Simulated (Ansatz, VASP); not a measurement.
**One calculation of BeTe, two programs**

```xyz
2
Lattice="0.0000 2.7700 2.7700 2.7700 0.0000 2.7700 2.7700 2.7700 0.0000" Properties=species:S:1:pos:R:3 pbc="T T T"
Be    0.0000    0.0000    0.0000
Te    4.1550    4.1550    4.1550
```

Alike in both runs: task single point; functional PBE; k mesh 11 × 11 × 11; occupations fermi-dirac, width 0.05 eV; no spin polarisation.

|  | VASP | Ansatz |
| --- | --- | --- |
| version | VASP 6.6.1 | Ansatz 0.2.0 |
| potentials or method | VASP PAW PBE potentials, release 64 (Be, Te), cutoff 520 eV | all-electron LAPW, scalar-relativistic |

```tsv
	VASP	Ansatz	Ansatz less VASP
gap on the k mesh at the Fermi level (eV)	1.87	1.89	+0.016
pressure (GPa)	4.4	4.3	-0.18
```

Ansatz ran all-electron here, so the differences hold the error of VASP's frozen core and of both bases.

Caveats: spin-orbit coupling is left out, which moves the levels of the heavy elements; an odd mesh through Γ misses points on the zone boundary, where band edges often lie. PBE gaps usually lie below the measured ones, often by a third to a half.
